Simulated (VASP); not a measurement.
# Al2O3 (P-6m2) in VASP: further runs, part 2 of 3

VASP 6.6.1. The steps go on from the part before.

## Step 3: Wannier functions by SCDM, PBE

File POSCAR:

```
Al2O3
1.0
    2.8843249483      0.0000000000      0.0000000000
   -1.4421624742      2.4978986780      0.0000000000
    0.0000000000      0.0000000000      9.3367544600
Al O
2 3
Direct
    0.0000000000      0.0000000000      0.8500076700
    0.0000000000      0.0000000000      0.1499923300
    0.3333333333      0.6666666667      0.7776830800
    0.6666666667      0.3333333333      0.0000000000
    0.3333333333      0.6666666667      0.2223169200
```

File INCAR.step1:

```
ALGO = Fast ; EDIFF = 1E-6
ENCUT = 520 ; GGA = PE
ISIF = 2 ; ISMEAR = 0
LASPH = T ; LCHARG = T
LREAL = F ; LWAVE = T
NELM = 60 ; PREC = Accurate
SIGMA = 0.02
```

File INCAR.step2:

```
ALGO = Fast ; EDIFF = 1E-6
ENCUT = 520 ; GGA = PE
ICHARG = 11 ; ISIF = 2
ISMEAR = 0 ; ISTART = 1
ISYM = -1 ; LASPH = T
LCHARG = F ; LREAL = F
LSCDM = T ; LWAVE = F
NELM = 60 ; NUM_WANN = 12
PREC = Accurate ; SIGMA = 0.02
```

File KPOINTS:

```
k-points
0
Gamma
  6 6 2
```

File KPOINTS_OPT:

```
path GMKGALHA,LM,KH
12
line-mode
reciprocal
 0.0000000000  0.0000000000  0.0000000000  G
 0.5000000000  0.0000000000  0.0000000000  M

 0.5000000000  0.0000000000  0.0000000000  M
 0.3333333333  0.3333333333  0.0000000000  K

 0.3333333333  0.3333333333  0.0000000000  K
 0.0000000000  0.0000000000  0.0000000000  G

 0.0000000000  0.0000000000  0.0000000000  G
 0.0000000000  0.0000000000  0.5000000000  A

 0.0000000000  0.0000000000  0.5000000000  A
 0.5000000000  0.0000000000  0.5000000000  L

 0.5000000000  0.0000000000  0.5000000000  L
 0.3333333333  0.3333333333  0.5000000000  H

 0.3333333333  0.3333333333  0.5000000000  H
 0.0000000000  0.0000000000  0.5000000000  A

 0.5000000000  0.0000000000  0.5000000000  L
 0.5000000000  0.0000000000  0.0000000000  M

 0.3333333333  0.3333333333  0.0000000000  K
 0.3333333333  0.3333333333  0.5000000000  H
```

File KPOINTS_WAN:

```
path GMKGALHA,LM,KH
12
line-mode
reciprocal
 0.0000000000  0.0000000000  0.0000000000  G
 0.5000000000  0.0000000000  0.0000000000  M

 0.5000000000  0.0000000000  0.0000000000  M
 0.3333333333  0.3333333333  0.0000000000  K

 0.3333333333  0.3333333333  0.0000000000  K
 0.0000000000  0.0000000000  0.0000000000  G

 0.0000000000  0.0000000000  0.0000000000  G
 0.0000000000  0.0000000000  0.5000000000  A

 0.0000000000  0.0000000000  0.5000000000  A
 0.5000000000  0.0000000000  0.5000000000  L

 0.5000000000  0.0000000000  0.5000000000  L
 0.3333333333  0.3333333333  0.5000000000  H

 0.3333333333  0.3333333333  0.5000000000  H
 0.0000000000  0.0000000000  0.5000000000  A

 0.5000000000  0.0000000000  0.5000000000  L
 0.5000000000  0.0000000000  0.0000000000  M

 0.3333333333  0.3333333333  0.0000000000  K
 0.3333333333  0.3333333333  0.5000000000  H
```

Potentials or basis: VASP PAW PBE potentials, release 64 (Al, O).

On the command line:

```
> cat potpaw_PBE.64/Al/POTCAR potpaw_PBE.64/O/POTCAR > POTCAR
> cp INCAR.step1 INCAR
> mpirun -np 1 vasp_std > vasp.out
> cp INCAR.step2 INCAR
> mpirun -np 1 vasp_std > vasp.out
```

OUTCAR:

```text
EDIFF = 1E-6
   ENCUT = 520
   GGA = PE
   ICHARG = 11
   ISIF = 2
   ISMEAR = 0
   ISTART = 1
   ISYM = -1
   LASPH = T
   LREAL = F
   NELM = 60
   PREC = Accurate

 ion  position               nearest neighbor table
   1  0.000  0.000  0.850-   3 1.80   3 1.80   3 1.80   4 2.18   4 2.18   4 2.18   2 2.80
   2  0.000  0.000  0.150-   5 1.80   5 1.80   5 1.80   4 2.18   4 2.18   4 2.18   1 2.80
   3  0.333  0.667  0.778-   1 1.80   1 1.80   1 1.80
   4  0.667  0.333  0.000-   1 2.18   2 2.18   1 2.18   2 2.18   1 2.18   2 2.18
   5  0.333  0.667  0.222-   2 1.80   2 1.80   2 1.80

IMPORTANT INFORMATION: All symmetrisations will be switched off!
NOSYMM: (Re-)initialisation of all symmetry stuff for point group C_1.

----------------------------------------------------------------------------------------

                                     Primitive cell

  volume of cell :      67.2690

  direct lattice vectors                    reciprocal lattice vectors
     2.884324948  0.000000000  0.000000000     0.346701574  0.200168247  0.000000000
    -1.442162474  2.497898678  0.000000000     0.000000000  0.400336494  0.000000000
[... 141 lines left out ...]
 E-fermi :   1.0007     XC(G=0):  -8.5311

 val. band max:        0.8768745738   @ k =   0.0000  -0.1667   0.0000
 cond. band min:       5.6509264906   @ k =   0.0000   0.0000   0.0000
 fundamental gap:      4.7740519168
 Fermi energy:         1.0007364283

 k-point     1 :       0.0000    0.0000    0.0000
  band No.  band energies     occupation
      1     -17.8167      2.00000
      2     -16.8009      2.00000
      3     -15.6197      2.00000
      4      -4.0782      2.00000
      5      -1.2334      2.00000
      6      -0.5952      2.00000
[... 433 lines left out ...]
      3     -15.3819      2.00000
      4      -4.6145      2.00000
      5      -4.5260      2.00000
      6      -3.2869      2.00000
[... 8 lines left out ...]
     15      10.9145      0.00000
     16      12.2862      0.00000

 [... further k-points ...]
[... 5 lines left out ...]
  --------------------------------------------------------------------------------------
  -------------------------------------------------------------------------------------
  Total        0.0702891      0.0704826     -0.0405347      0.0001675     -0.0000014      0.0000002
  in kB        1.6741093      1.6787176     -0.9654348      0.0039893     -0.0000343      0.0000057
  external PRESSURE =       0.7957974 kB  Pullay stress =       0.0000000 kB

 VOLUME and BASIS-vectors are now :
 -----------------------------------------------------------------------------
  energy-cutoff  :      520.00
  volume of cell :       67.27
      direct lattice vectors                 reciprocal lattice vectors
     2.884324948  0.000000000  0.000000000     0.346701574  0.200168247  0.000000000
    -1.442162474  2.497898678  0.000000000     0.000000000  0.400336494  0.000000000
     0.000000000  0.000000000  9.336754460     0.000000000  0.000000000  0.107103598

 POSITION                                       TOTAL-FORCE (eV/Angst)
 -----------------------------------------------------------------------------------
      0.00000      0.00000      7.93631         0.000055     -0.000033      0.004727
      0.00000      0.00000      1.40044         0.000055     -0.000033     -0.004728
     -0.00000      1.66527      7.26104        -0.000076      0.000055     -0.012264
      1.44216      0.83263      0.00000         0.000047     -0.000031      0.000001
     -0.00000      1.66527      2.07572        -0.000082      0.000042      0.012264
 -----------------------------------------------------------------------------------
    total drift:                               -0.000153      0.000089     -0.000001

  FREE ENERGIE OF THE ION-ELECTRON SYSTEM (eV)
  ---------------------------------------------------
  free  energy   TOTEN  =       -36.3842602947 eV

  energy  without entropy=      -36.3842602947  energy(sigma->0) =      -36.38426029
```

OSZICAR.step1:

```text
N       E                     dE             d eps       ncg     rms          rms(c)
DAV:   1     0.142257854083E+03    0.14226E+03   -0.12658E+04   448   0.134E+03
DAV:   2    -0.318790854525E+02   -0.17414E+03   -0.17298E+03   576   0.297E+02
DAV:   3    -0.408204858504E+02   -0.89414E+01   -0.89280E+01   616   0.787E+01
DAV:   4    -0.409101493441E+02   -0.89663E-01   -0.89653E-01   600   0.830E+00
DAV:   5    -0.409117157055E+02   -0.15664E-02   -0.15663E-02   616   0.993E-01    0.128E+01
RMM:   6    -0.363472374224E+02    0.45645E+01   -0.17534E+01   498   0.288E+01    0.390E+00
RMM:   7    -0.364094686673E+02   -0.62231E-01   -0.14285E+00   530   0.751E+00    0.259E+00
RMM:   8    -0.363827838521E+02    0.26685E-01   -0.18717E-01   537   0.405E+00    0.336E-01
RMM:   9    -0.363824505320E+02    0.33332E-03   -0.42947E-02   551   0.149E+00    0.225E-01
RMM:  10    -0.363878337787E+02   -0.53832E-02   -0.45983E-02   542   0.138E+00    0.409E-01
RMM:  11    -0.363845673812E+02    0.32664E-02   -0.59693E-03   524   0.584E-01    0.184E-01
RMM:  12    -0.363843077112E+02    0.25967E-03   -0.76913E-03   523   0.642E-01    0.487E-02
RMM:  13    -0.363842617419E+02    0.45969E-04   -0.40448E-04   540   0.158E-01    0.116E-02
RMM:  14    -0.363842603114E+02    0.14304E-05   -0.10100E-04   544   0.706E-02    0.541E-03
RMM:  15    -0.363842622576E+02   -0.19462E-05   -0.22064E-05   540   0.354E-02    0.961E-03
RMM:  16    -0.363842601418E+02    0.21158E-05   -0.10006E-05   513   0.220E-02    0.117E-03
RMM:  17    -0.363842605602E+02   -0.41838E-06   -0.22816E-06   381   0.104E-02
   1 F= -.36384261E+02 E0= -.36384261E+02  d E =-.155350E-22
```

Run time: 98 s. Hardware: 1 thread of AMD EPYC 9R45 (Zen 5), shared host; peak memory 0.23 GiB.

Results:

```yaml
Band_gap_on_the_k_mesh: 4.77 eV, indirect (least direct gap 5.01 eV)
Band_gap_along_the_path: 4.77 eV, indirect (least direct gap 5.01 eV)
RMS_miss_of_the_Wannier_bands: 0.023 eV
```

Levels at the corners of the path, in eV from the valence-band top:
| point | band 9 | band 10 | band 11 | band 12 | band 13 | band 14 | band 15 | band 16 |
| --- | --- | --- | --- | --- | --- | --- | --- | --- |
| Γ | -1.25 | -0.53 | -0.53 | -0.24 | 4.77 | 7.40 | 7.81 | 9.13 |
| M | -1.97 | -0.99 | -0.81 | -0.57 | 7.78 | 8.85 | 9.05 | 11.01 |
| M | -1.97 | -0.99 | -0.81 | -0.57 | 7.78 | 8.85 | 9.05 | 11.01 |
| K | -2.82 | -1.29 | -1.09 | -0.03 | 9.53 | 9.59 | 10.70 | 12.39 |
| K | -2.82 | -1.29 | -1.09 | -0.03 | 9.53 | 9.59 | 10.70 | 12.40 |
| Γ | -1.25 | -0.53 | -0.53 | -0.24 | 4.77 | 7.40 | 7.81 | 9.13 |
| Γ | -1.25 | -0.53 | -0.53 | -0.24 | 4.77 | 7.40 | 7.81 | 9.13 |
| A | -1.25 | -0.53 | -0.53 | -0.29 | 4.91 | 6.96 | 7.97 | 9.45 |
| A | -1.25 | -0.53 | -0.53 | -0.29 | 4.91 | 6.96 | 7.97 | 9.45 |
| L | -1.97 | -0.99 | -0.82 | -0.56 | 7.79 | 8.81 | 9.11 | 10.76 |
| L | -1.97 | -0.99 | -0.82 | -0.56 | 7.79 | 8.81 | 9.11 | 10.76 |
| H | -2.82 | -1.30 | -1.09 | -0.02 | 9.51 | 9.59 | 10.70 | 12.43 |
| H | -2.82 | -1.30 | -1.09 | -0.02 | 9.51 | 9.59 | 10.70 | 12.43 |
| A | -1.25 | -0.53 | -0.53 | -0.29 | 4.91 | 6.96 | 7.97 | 9.45 |
| L | -1.97 | -0.99 | -0.82 | -0.56 | 7.79 | 8.81 | 9.11 | 10.76 |
| M | -1.97 | -0.99 | -0.81 | -0.57 | 7.78 | 8.85 | 9.05 | 11.01 |
| K | -2.82 | -1.29 | -1.09 | -0.03 | 9.53 | 9.59 | 10.70 | 12.39 |
| H | -2.82 | -1.30 | -1.09 | -0.02 | 9.51 | 9.59 | 10.70 | 12.43 |

As with any semilocal functional, this PBE gap is likely too small.

## Step 4: Dielectric tensor, PBE

File INCAR:

```
  ALGO = Normal
  EDIFF = 1E-8
  ENCUT = 280
  GGA = PE
  ISIF = 2
  ISMEAR = 0
  LASPH = T
  LCHARG = F
  LEPSILON = T
  LREAL = F
  LWAVE = F
  NELM = 100
  PREC = Accurate
  SIGMA = 0.01
```

File KPOINTS:

```
k-points
0
Gamma
  7 7 2
```

POSCAR is that of step 3.

Potentials or basis: VASP PAW PBE potentials, release 64 (Al, O).

On the command line:

```
> cat potpaw_PBE.64/Al/POTCAR potpaw_PBE.64/O/POTCAR > POTCAR
> mpirun -np 1 vasp_std > vasp.out
```

OUTCAR:

```text
EDIFF = 1E-8
   ENCUT = 280
   GGA = PE
   ISIF = 2
   ISMEAR = 0
   LASPH = T
   LEPSILON = T
   LREAL = F
   NELM = 100
   PREC = Accurate

 Found     16 irreducible k-points:

 Following reciprocal coordinates:
            Coordinates               Weight
  0.000000  0.000000  0.000000      1.000000
  0.142857  0.000000  0.000000      6.000000
  0.285714 -0.000000  0.000000      6.000000
  0.428571  0.000000  0.000000      6.000000
  0.142857  0.142857  0.000000      6.000000
  0.285714  0.142857  0.000000     12.000000
   k-points           NKPTS =     16   k-points in BZ     NKDIM =     16   number of bands    NBANDS=     16
   number of dos      NEDOS =    301   number of ions     NIONS =      5
   total plane-waves  NPLWV =  13824
   dimension x,y,z NGX =    16 NGY =   16 NGZ =   54
[... 262 lines left out ...]
          -0.000000    -0.000000     1.928307
 ------------------------------------------------------

 PIEZOELECTRIC TENSOR (including local field effects)  for field in x, y, z        (e  Angst)
          XX          YY          ZZ          XY          YZ          ZX
  --------------------------------------------------------------------------------
  x     0.00000    -0.00000    -0.00000    -0.04608     0.00000     0.00000
  y    -0.04608     0.04608    -0.00000    -0.00000     0.00000     0.00000
  z     0.00000     0.00000     0.00000     0.00000     0.00000     0.00000

 PIEZOELECTRIC TENSOR (including local field effects)  for field in x, y, z        (C/m^2)
          XX          YY          ZZ          XY          YZ          ZX
  --------------------------------------------------------------------------------
  x     0.00000    -0.00000    -0.00000    -0.01098     0.00000     0.00000
  y    -0.01098     0.01098    -0.00000    -0.00000     0.00000     0.00000
  z     0.00000     0.00000     0.00000     0.00000     0.00000     0.00000

 BORN EFFECTIVE CHARGES (including local field effects) (in |e|, cummulative output)
 ---------------------------------------------------------------------------------
 ion    1
    1     2.97931    -0.00000     0.00000
    2    -0.00000     2.97931     0.00000
    3    -0.00000    -0.00000     1.49164
 ion    2
    1     2.97931    -0.00000    -0.00000
    2    -0.00000     2.97931    -0.00000
    3    -0.00000     0.00000     1.49164
 ion    3
    1    -1.87378     0.00000     0.00000
    2     0.00000    -1.87378     0.00000
    3     0.00000    -0.00000    -0.89758
 ion    4
    1    -2.21107     0.00000     0.00000
    2     0.00000    -2.21107     0.00000
    3     0.00000     0.00000    -1.18813
 ion    5
    1    -1.87378     0.00000    -0.00000
    2     0.00000    -1.87378     0.00000
    3    -0.00000     0.00000    -0.89758
```

OSZICAR:

```text
[... 13 lines left out ...]
RMM:   6    -0.190758943384E+00    0.68373E-02   -0.42956E-02   934   0.393E-01    0.387E-02
RMM:   7    -0.188543868625E+00    0.22151E-02   -0.16277E-02   901   0.955E-02    0.151E-02
RMM:   8    -0.187212436272E+00    0.13314E-02   -0.29126E-03   910   0.260E-02    0.585E-03
RMM:   9    -0.187076377496E+00    0.13606E-03   -0.32920E-04   897   0.111E-02    0.127E-03
RMM:  10    -0.187046834072E+00    0.29543E-04    0.58365E-05   913   0.295E-03    0.323E-04
RMM:  11    -0.187051843877E+00   -0.50098E-05    0.98985E-05   871   0.105E-03    0.165E-04
RMM:  12    -0.187063075412E+00   -0.11232E-04    0.17341E-05   833   0.304E-04    0.414E-05
RMM:  13    -0.187066991475E+00   -0.39161E-05   -0.78089E-06   694   0.123E-04    0.142E-05
RMM:  14    -0.187065997946E+00    0.99353E-06   -0.10144E-08   353   0.319E-05    0.727E-06
```

Run time: 2.5 min. Hardware: 1 thread of AMD EPYC 7R43 (Zen 3), shared host; peak memory 0.13 GiB.

The run converged, but a check on its numbers failed (symmetry, net force, bounds or a known fault of this set-up), so they aren't taken as properties of the crystal.

Caveat: the cutoff lies under the usual one of these potentials, so the numbers hold a large basis-set error; an odd mesh through Γ misses points on the zone boundary, where band edges often lie.

(Continued in part 3 of 3.)
